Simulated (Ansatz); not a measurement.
The system is NiGe.

```
CELL_PARAMETERS angstrom
5.38100 0.00000 0.00000
0.00000 3.42800 0.00000
0.00000 0.00000 5.81100
ATOMIC_POSITIONS crystal
Ge 0.31200 0.75000 0.91700
Ge 0.68800 0.25000 0.08300
Ge 0.18800 0.25000 0.41700
Ge 0.81200 0.75000 0.58300
Ni 0.49500 0.75000 0.31000
Ni 0.50500 0.25000 0.69000
Ni 0.00500 0.25000 0.81000
Ni 0.99500 0.75000 0.19000
```

Base run:

- Program: Ansatz 0.2.0
- Functional: PBE
- Potentials or basis: Ansatz PAW
- Cutoff: 420 eV
- Density cutoff: 1680 eV
- k mesh: 5 × 8 × 5
- Occupations: fermi-dirac, width 0.05 eV
- Spin: collinear spin, ferromagnetic start
- Starting moments: [0.0, 0.0, 0.0, 0.0, 1.0, 1.0, 1.0, 1.0] μB

Its results: band gap on the k mesh none (metal or under the smearing width); pressure 3.6 GPa; net moment 0.00 μB per cell; largest force 0.160 eV/Å.

Task: The run is repeated on the same cell with these changes: functional from PBE to PBEsol. What comes out?

Result: Band gap on the k mesh none (metal or under the smearing width); pressure -3.2 GPa; net moment 0.00 μB per cell; largest force 0.180 eV/Å.

PBEsol binds more tightly than PBE, so the same cell stands under less pressure.

Caveats: the PAW data sets come from PBE, with cores solved anew for the run's functional, which leaves a small shift of forces and pressure (some runs).

Not every run made on this cell is shown here.
